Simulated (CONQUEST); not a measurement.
Crystal: P.

```
P
1.0
     3.29549    0.00000    0.00000
     0.00000    4.54364    0.00000
     0.00000    0.00000   10.93008
P
8
Direct
  0.00990 0.59324 0.90272
  0.50990 0.59324 0.40272
  0.00029 0.41410 0.09394
  0.50029 0.41410 0.59394
  0.49927 0.09350 0.09255
  0.99927 0.09350 0.59255
  0.49172 0.90595 0.90895
  0.99172 0.90595 0.40895
```

The cell isn't the ideal one: atoms moved at random, drawn with an rms of 0.05 Å.

Base run:

- Program: CONQUEST 1.3
- Functional: PBE
- Potentials or basis: PseudoDojo NC PBE, SZ, linear scaling with L range 14 bohr, grid cutoff 120 Ha
- Occupations: none (density matrix without k points)
- Spin: no spin polarisation

Its results: pressure 36.5 GPa; largest force 5.720 eV/Å.

Q: The run is repeated on the same cell with these changes: potentials or basis from PseudoDojo NC PBE, SZ, linear scaling with L range 14 bohr, grid cutoff 120 Ha to PseudoDojo NC PBE, SZ, linear scaling with L range 20 bohr, grid cutoff 120 Ha. What comes out?

A: Pressure 32.3 GPa; largest force 5.781 eV/Å.

Caveats: the atomic basis is small; the density matrix is cut off at a finite range, which raises the energy and shifts forces and pressure; the basis of atomic orbitals isn't converged, which shifts pressures, moduli and gaps.
